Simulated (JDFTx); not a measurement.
# InAs (F-43m) in JDFTx: further runs

Aim: see how the results for InAs move with the level of theory and the settings. Levels: PBEsol, LDA. Tasks: band structure.

Everything below comes from runs of JDFTx 1.7.0 (patched build). Logs are shortened: lines on timing, memory, paths and dates and some standing lists are left out, and cuts for length are marked. The log counts tension as positive stress, the text compression.

**What was measured.**

From a printed reference work, data compilation, for a bulk crystal of InAs at 4.2 K: band gap 0.418 eV (direct).

The results are compared with them further down.

## (1) Starting point

The structure is cubic, space group F-43m (No. 216). The conventional cell has a = 6.036 Å, b = 6.036 Å, c = 6.036 Å, α = 90.00°, β = 90.00°, γ = 90.00°. Around In (site symmetry -43m) lie 4 As at 2.61 Å. As (site symmetry -43m) is surrounded by 4 In at 2.61 Å.

## (2) Band structure, PBEsol

The input, bands.in:

```
lattice \
    0.0000000000     5.7031934441     5.7031934441 \
    5.7031934441     0.0000000000     5.7031934441 \
    5.7031934441     5.7031934441     0.0000000000
coords-type Cartesian
ion In     0.0000000000     0.0000000000     0.0000000000 1
ion As     8.5547901662     8.5547901662     8.5547901662 1

ion-species pseudo/In.upf
ion-species pseudo/As.upf
elec-cutoff 42 336
elec-ex-corr gga-PBEsol
elec-smearing Fermi 0.0018374661
elec-n-bands 21
electronic-minimize nIterations 30 energyDiffThreshold 1e-06
davidson-band-ratio 1.3
forces-output-coords Cartesian
include path.kpoints
symmetries none
fix-electron-density run.$VAR

dump-name bands.$VAR
dump End Ecomponents EigStats BandEigs Kpoints Forces
```

The input, path.kpoints:

```
kpoint +0.0000000000 +0.0000000000 +0.0000000000 0.020000000000
kpoint +0.0714285714 +0.0000000000 +0.0714285714 0.020000000000
kpoint +0.1428571429 +0.0000000000 +0.1428571429 0.020000000000
kpoint +0.2142857143 +0.0000000000 +0.2142857143 0.020000000000
kpoint +0.2857142857 +0.0000000000 +0.2857142857 0.020000000000
kpoint +0.3571428571 +0.0000000000 +0.3571428571 0.020000000000
kpoint +0.4285714286 +0.0000000000 +0.4285714286 0.020000000000
kpoint +0.5000000000 +0.0000000000 +0.5000000000 0.020000000000
kpoint +0.5000000000 +0.0833333333 +0.5833333333 0.020000000000
kpoint +0.5000000000 +0.1666666667 +0.6666666667 0.020000000000
kpoint +0.5000000000 +0.2500000000 +0.7500000000 0.020000000000
kpoint +0.4375000000 +0.3125000000 +0.7500000000 0.020000000000
kpoint +0.3750000000 +0.3750000000 +0.7500000000 0.020000000000
kpoint +0.3281250000 +0.3281250000 +0.6562500000 0.020000000000
kpoint +0.2812500000 +0.2812500000 +0.5625000000 0.020000000000
kpoint +0.2343750000 +0.2343750000 +0.4687500000 0.020000000000
kpoint +0.1875000000 +0.1875000000 +0.3750000000 0.020000000000
kpoint +0.1406250000 +0.1406250000 +0.2812500000 0.020000000000
kpoint +0.0937500000 +0.0937500000 +0.1875000000 0.020000000000
kpoint +0.0468750000 +0.0468750000 +0.0937500000 0.020000000000
kpoint +0.0000000000 +0.0000000000 +0.0000000000 0.020000000000
kpoint +0.0833333333 +0.0833333333 +0.0833333333 0.020000000000
kpoint +0.1666666667 +0.1666666667 +0.1666666667 0.020000000000
kpoint +0.2500000000 +0.2500000000 +0.2500000000 0.020000000000
kpoint +0.3333333333 +0.3333333333 +0.3333333333 0.020000000000
kpoint +0.4166666667 +0.4166666667 +0.4166666667 0.020000000000
kpoint +0.5000000000 +0.5000000000 +0.5000000000 0.020000000000
kpoint +0.5250000000 +0.4500000000 +0.5250000000 0.020000000000
kpoint +0.5500000000 +0.4000000000 +0.5500000000 0.020000000000
kpoint +0.5750000000 +0.3500000000 +0.5750000000 0.020000000000
kpoint +0.6000000000 +0.3000000000 +0.6000000000 0.020000000000
kpoint +0.6250000000 +0.2500000000 +0.6250000000 0.020000000000
kpoint +0.5625000000 +0.2500000000 +0.6875000000 0.020000000000
kpoint +0.5000000000 +0.2500000000 +0.7500000000 0.020000000000
kpoint +0.5000000000 +0.2916666667 +0.7083333333 0.020000000000
kpoint +0.5000000000 +0.3333333333 +0.6666666667 0.020000000000
kpoint +0.5000000000 +0.3750000000 +0.6250000000 0.020000000000
kpoint +0.5000000000 +0.4166666667 +0.5833333333 0.020000000000
kpoint +0.5000000000 +0.4583333333 +0.5416666667 0.020000000000
kpoint +0.5000000000 +0.5000000000 +0.5000000000 0.020000000000
kpoint +0.4791666667 +0.4791666667 +0.5416666667 0.020000000000
kpoint +0.4583333333 +0.4583333333 +0.5833333333 0.020000000000
kpoint +0.4375000000 +0.4375000000 +0.6250000000 0.020000000000
kpoint +0.4166666667 +0.4166666667 +0.6666666667 0.020000000000
kpoint +0.3958333333 +0.3958333333 +0.7083333333 0.020000000000
kpoint +0.3750000000 +0.3750000000 +0.7500000000 0.020000000000
kpoint +0.6250000000 +0.2500000000 +0.6250000000 0.020000000000
kpoint +0.5833333333 +0.1666666667 +0.5833333333 0.020000000000
kpoint +0.5416666667 +0.0833333333 +0.5416666667 0.020000000000
kpoint +0.5000000000 +0.0000000000 +0.5000000000 0.020000000000
```

Potentials or basis: PseudoDojo-SR-PBEsol-0.4.1-standard with smoothed tails.

Launch:

```
jdftx -c 1 -i bands.in -o bands.out
```

Standard output:

```text
*************** JDFTx 1.7.0 (patched build) ***************

Input parsed successfully to the following command list (including defaults):
[... the input with its defaults ...]

---------- Initializing the Grid ----------
R =
[            0      5.70319      5.70319  ]
[      5.70319            0      5.70319  ]
[      5.70319      5.70319            0  ]
unit cell volume = 371.009
G =
[  -0.550848   0.550848   0.550848  ]
[   0.550848  -0.550848   0.550848  ]
[   0.550848   0.550848  -0.550848  ]
Minimum fftbox size, Smin = [  68  68  68  ]
Chosen fftbox size, S = [  70  70  70  ]

---------- Initializing tighter grid for wavefunction operations ----------
R =
[            0      5.70319      5.70319  ]
[      5.70319            0      5.70319  ]
[      5.70319      5.70319            0  ]
unit cell volume = 371.009
G =
[  -0.550848   0.550848   0.550848  ]
[   0.550848  -0.550848   0.550848  ]
[   0.550848   0.550848  -0.550848  ]
Minimum fftbox size, Smin = [  48  48  48  ]
Chosen fftbox size, S = [  48  48  48  ]

---------- Exchange Correlation functional ----------
Initalized PBEsol GGA exchange.
Initalized PBEsol GGA correlation.

---------- Setting up pseudopotentials ----------
Width of ionic core gaussian charges (only for fluid interactions / plotting) set to 0

Reading pseudopotential file 'pseudo/In.upf':
  'In' pseudopotential, 'PBESOL' functional
  Generated using ONCVPSP code by D. R. Hamann
  13 valence electrons, 3 orbitals, 6 projectors, 1001 radial grid points, with lMax = 2
    4D    l: 2   occupation: 10.0   eigenvalue: -0.683211
    5S    l: 0   occupation:  2.0   eigenvalue: -0.303394
    5P    l: 1   occupation:  1.0   eigenvalue: -0.092565
  Core radius for overlap checks: 2.17 bohrs.

Reading pseudopotential file 'pseudo/As.upf':
  'As' pseudopotential, 'PBESOL' functional
  Generated using ONCVPSP code by D. R. Hamann
  15 valence electrons, 3 orbitals, 6 projectors, 1001 radial grid points, with lMax = 2
    3D    l: 2   occupation: 10.0   eigenvalue: -1.493596
    4S    l: 0   occupation:  2.0   eigenvalue: -0.532985
    4P    l: 1   occupation:  3.0   eigenvalue: -0.190970
  Core radius for overlap checks: 1.74 bohrs.

Initialized 2 species with 2 total atoms.

Folded 50 k-points by 1x1x1 to 50 k-points.

---------- Setting up k-points, bands, fillings ----------
No reducable k-points.
Computing the number of bands and number of electrons
Calculating initial fillings.
nElectrons:  28.000000   nBands: 21   nStates: 50

----- Setting up reduced wavefunction bases (one per k-point) -----
average nbasis = 4828.160 , ideal nbasis = 4823.388

---------- Setting up ewald sum ----------
Optimum gaussian width for ewald sums = 2.590292 bohr.
Real space sum over 1331 unit cells with max indices [  5  5  5  ]
Reciprocal space sum over 2197 terms with max indices [  6  6  6  ]

---------- Allocating electronic variables ----------
Reading n from file 'run.n' ... done
Initializing wave functions:  linear combination of atomic orbitals
Note: number of bands (21) exceeds available atomic orbitals (18)

----------- Band structure minimization -------------
Minimization will be done independently for each quantum number.

---- Minimization of quantum number:     0  [ +0.0000000 +0.0000000 +0.0000000 ]  0.040000000 ----
BandDavidson: Iter:   0  Eband: -0.038743640460574
BandDavidson: Iter:   1  Eband: -0.071508694731857  dEband: -3.276505e-02
BandDavidson: Iter:   2  Eband: -0.074807383390777  dEband: -3.298689e-03
BandDavidson: Iter:   3  Eband: -0.076084128292901  dEband: -1.276745e-03
[... 790 lines of inner loops ...]
BandDavidson: Iter:  12  Eband: -0.064510524023843  dEband: -1.183055e-06
BandDavidson: Iter:  13  Eband: -0.064511283392789  dEband: -7.593689e-07
BandDavidson: Converged (dEband<1.000000e-06)
	FillingsUpdate:  mu: +0.297047948  nElectrons: 28.000000
WARNING: these k-points are no uniform mesh, so that mu and the fillings of partly filled bands are only those of these points: take mu from the calculation that made the density or potential.

Dumping 'bands.eigStats' ...
	eMin: -0.993521 at state 7 ( [ +0.500000 +0.000000 +0.500000 ] spin 0 )
	HOMO: +0.295286 at state 0 ( [ +0.000000 +0.000000 +0.000000 ] spin 0 )
	mu  : +0.297048
	LUMO: +0.323652 at state 19 ( [ +0.046875 +0.046875 +0.093750 ] spin 0 )
	eMax: +0.766353 at state 46 ( [ -0.375000 +0.250000 -0.375000 ] spin 0 )
	HOMO-LUMO gap: +0.028366
	Optical gap  : +0.029519 at state 19 ( [ +0.046875 +0.046875 +0.093750 ] spin 0 )
Done!
[note: mu, HOMO and LUMO in a band run belong to the points of the path alone and aren't those of the crystal]
```

Wall time 46 s (1 thread of Intel Xeon Platinum 8488C (Sapphire Rapids), shared host); peak memory 0.17 GiB.

What came out:

```yaml
Band_gap_along_the_path: none (metal or under the smearing width)
```

Levels at the corners of the path, in eV from the Fermi level:
| point | band 11 | band 12 | band 13 | band 14 | band 15 | band 16 | band 17 |
| --- | --- | --- | --- | --- | --- | --- | --- |
| Γ | -11.98 | -0.31 | -0.05 | -0.05 | -0.05 | 3.83 | 3.83 |
| X | -9.93 | -5.95 | -2.40 | -2.40 | 1.39 | 1.94 | 9.08 |
| W | -9.88 | -5.80 | -3.05 | -2.97 | 4.16 | 4.17 | 4.90 |
| K | -9.95 | -5.81 | -3.38 | -2.02 | 1.98 | 4.19 | 7.21 |
| Γ | -11.98 | -0.31 | -0.05 | -0.05 | -0.05 | 3.83 | 3.83 |
| L | -10.48 | -5.88 | -1.05 | -1.05 | 0.84 | 4.59 | 4.59 |
| U | -9.95 | -5.81 | -3.38 | -2.02 | 1.98 | 4.19 | 7.21 |
| W | -9.88 | -5.80 | -3.05 | -2.97 | 4.16 | 4.17 | 4.90 |
| L | -10.48 | -5.88 | -1.05 | -1.05 | 0.84 | 4.59 | 4.59 |
| K | -9.95 | -5.81 | -3.38 | -2.02 | 1.98 | 4.19 | 7.21 |
| U | -9.95 | -5.81 | -3.38 | -2.02 | 1.98 | 4.19 | 7.21 |
| X | -9.93 | -5.95 | -2.40 | -2.40 | 1.39 | 1.94 | 9.08 |

Caveat: spin-orbit coupling is left out, which moves the levels of the heavy elements.

## (3) Band structure, LDA

The input, bands.in:

```
include InAs.lattice
coords-type Lattice
include InAs.ionpos

ion-species pseudo/In.upf
ion-species pseudo/As.upf
elec-cutoff 40 320
elec-ex-corr lda-PW
elec-smearing Fermi 0.0018374661
elec-n-bands 21
electronic-minimize nIterations 30 energyDiffThreshold 1e-06
davidson-band-ratio 1.3
forces-output-coords Cartesian
include path.kpoints
symmetries none
fix-electron-density run.$VAR

dump-name bands.$VAR
dump End Ecomponents EigStats BandEigs Kpoints Forces
```

The input, InAs.lattice:

```
lattice \
    0.0000000000     5.7031934441     5.7031934441 \
    5.7031934441     0.0000000000     5.7031934441 \
    5.7031934441     5.7031934441     0.0000000000
```

The input, InAs.ionpos:

```
ion In     0.0000000000     0.0000000000     0.0000000000 1
ion As     0.7500000000     0.7500000000     0.7500000000 1
```

path.kpoints is that of step 2.

Potentials or basis: PseudoDojo-SR-LDA-0.4.1-standard with smoothed tails.

Launch:

```
jdftx -c 1 -i bands.in -o bands.out
```

Standard output:

```text
*************** JDFTx 1.7.0 (patched build) ***************

Input parsed successfully to the following command list (including defaults):
[... the input with its defaults ...]

---------- Initializing the Grid ----------
R =
[            0      5.70319      5.70319  ]
[      5.70319            0      5.70319  ]
[      5.70319      5.70319            0  ]
unit cell volume = 371.009
G =
[  -0.550848   0.550848   0.550848  ]
[   0.550848  -0.550848   0.550848  ]
[   0.550848   0.550848  -0.550848  ]
Minimum fftbox size, Smin = [  68  68  68  ]
Chosen fftbox size, S = [  70  70  70  ]

---------- Initializing tighter grid for wavefunction operations ----------
R =
[            0      5.70319      5.70319  ]
[      5.70319            0      5.70319  ]
[      5.70319      5.70319            0  ]
unit cell volume = 371.009
G =
[  -0.550848   0.550848   0.550848  ]
[   0.550848  -0.550848   0.550848  ]
[   0.550848   0.550848  -0.550848  ]
Minimum fftbox size, Smin = [  48  48  48  ]
Chosen fftbox size, S = [  48  48  48  ]

---------- Exchange Correlation functional ----------
Initalized Slater LDA exchange.
Initalized Perdew-Wang LDA correlation.

---------- Setting up pseudopotentials ----------
Width of ionic core gaussian charges (only for fluid interactions / plotting) set to 0

Reading pseudopotential file 'pseudo/In.upf':
  'In' pseudopotential, 'SLA  PW   NOGX NOGC' functional
  Generated using ONCVPSP code by D. R. Hamann
  13 valence electrons, 3 orbitals, 6 projectors, 1001 radial grid points, with lMax = 2
    4D    l: 2   occupation: 10.0   eigenvalue: -0.687856
    5S    l: 0   occupation:  2.0   eigenvalue: -0.311709
    5P    l: 1   occupation:  1.0   eigenvalue: -0.099150
  Core radius for overlap checks: 2.17 bohrs.

Reading pseudopotential file 'pseudo/As.upf':
  'As' pseudopotential, 'SLA  PW   NOGX NOGC' functional
  Generated using ONCVPSP code by D. R. Hamann
  15 valence electrons, 3 orbitals, 6 projectors, 1001 radial grid points, with lMax = 2
    3D    l: 2   occupation: 10.0   eigenvalue: -1.502949
    4S    l: 0   occupation:  2.0   eigenvalue: -0.540203
    4P    l: 1   occupation:  3.0   eigenvalue: -0.196304
  Core radius for overlap checks: 1.74 bohrs.

Initialized 2 species with 2 total atoms.

Folded 50 k-points by 1x1x1 to 50 k-points.

---------- Setting up k-points, bands, fillings ----------
No reducable k-points.
Computing the number of bands and number of electrons
Calculating initial fillings.
nElectrons:  28.000000   nBands: 21   nStates: 50

----- Setting up reduced wavefunction bases (one per k-point) -----
average nbasis = 4478.580 , ideal nbasis = 4482.995

---------- Setting up ewald sum ----------
Optimum gaussian width for ewald sums = 2.590292 bohr.
Real space sum over 1331 unit cells with max indices [  5  5  5  ]
Reciprocal space sum over 2197 terms with max indices [  6  6  6  ]

---------- Allocating electronic variables ----------
Reading n from file 'run.n' ... done
Initializing wave functions:  linear combination of atomic orbitals
Note: number of bands (21) exceeds available atomic orbitals (18)

----------- Band structure minimization -------------
Minimization will be done independently for each quantum number.

---- Minimization of quantum number:     0  [ +0.0000000 +0.0000000 +0.0000000 ]  0.040000000 ----
BandDavidson: Iter:   0  Eband: -0.052220427735475
BandDavidson: Iter:   1  Eband: -0.077797415753415  dEband: -2.557699e-02
BandDavidson: Iter:   2  Eband: -0.081528512737637  dEband: -3.731097e-03
BandDavidson: Iter:   3  Eband: -0.082710185245212  dEband: -1.181673e-03
[... 746 lines of inner loops ...]
BandDavidson: Iter:  10  Eband: -0.071346482303123  dEband: -1.782141e-06
BandDavidson: Iter:  11  Eband: -0.071347369133165  dEband: -8.868300e-07
BandDavidson: Converged (dEband<1.000000e-06)
	FillingsUpdate:  mu: +0.290513172  nElectrons: 28.000000
WARNING: these k-points are no uniform mesh, so that mu and the fillings of partly filled bands are only those of these points: take mu from the calculation that made the density or potential.

Dumping 'bands.eigStats' ...
	eMin: -1.004187 at state 7 ( [ +0.500000 +0.000000 +0.500000 ] spin 0 )
	HOMO: +0.288760 at state 20 ( [ +0.000000 +0.000000 +0.000000 ] spin 0 )
	mu  : +0.290513
	LUMO: +0.314459 at state 19 ( [ +0.046875 +0.046875 +0.093750 ] spin 0 )
	eMax: +0.757920 at state 46 ( [ -0.375000 +0.250000 -0.375000 ] spin 0 )
	HOMO-LUMO gap: +0.025699
	Optical gap  : +0.026865 at state 19 ( [ +0.046875 +0.046875 +0.093750 ] spin 0 )
Done!
[note: mu, HOMO and LUMO in a band run belong to the points of the path alone and aren't those of the crystal]
```

Wall time 75 s (1 thread of AMD EPYC 7R43 (Zen 3), shared host); peak memory 0.14 GiB.

What came out:

| Property | Result |
| --- | --- |
| Band gap along the path | none (metal or under the smearing width) |

Levels at the corners of the path, in eV from the Fermi level:
```csv
point,band 11,band 12,band 13,band 14,band 15,band 16,band 17
Γ,-12.02,-0.46,-0.05,-0.05,-0.05,3.79,3.79
X,-9.99,-6.00,-2.41,-2.41,1.38,1.91,9.00
W,-9.93,-5.86,-3.05,-2.97,4.10,4.18,4.84
K,-10.00,-5.86,-3.38,-2.03,1.95,4.15,7.15
Γ,-12.02,-0.46,-0.05,-0.05,-0.05,3.79,3.79
L,-10.53,-5.92,-1.05,-1.05,0.75,4.58,4.58
U,-10.00,-5.86,-3.38,-2.03,1.95,4.15,7.15
W,-9.93,-5.86,-3.05,-2.97,4.10,4.18,4.84
L,-10.53,-5.92,-1.05,-1.05,0.75,4.58,4.58
K,-10.00,-5.86,-3.38,-2.03,1.95,4.15,7.15
U,-10.00,-5.86,-3.38,-2.03,1.95,4.15,7.15
X,-9.99,-6.00,-2.41,-2.41,1.38,1.91,9.00
```

Caveat: spin-orbit coupling is left out, which moves the levels of the heavy elements.

## (4) Against experiment

Step 2. A measured gap of InAs is 0.418 eV (direct; 4.2 K; a printed reference work, data compilation); the calculated 0.00 eV misses it by -0.42 eV. Spin-orbit coupling on As, In is left out. The value is that of PBEsol, without temperature or zero-point motion. Semilocal functionals fall short of measured gaps as a rule.

Step 3. Against the measured gap of InAs, 0.418 eV (direct; 4.2 K; a printed reference work, data compilation), the calculated 0.00 eV is off by -0.42 eV. Spin-orbit coupling on As, In is left out. The value is that of LDA, without temperature or zero-point motion. Semilocal functionals fall short of measured gaps as a rule.
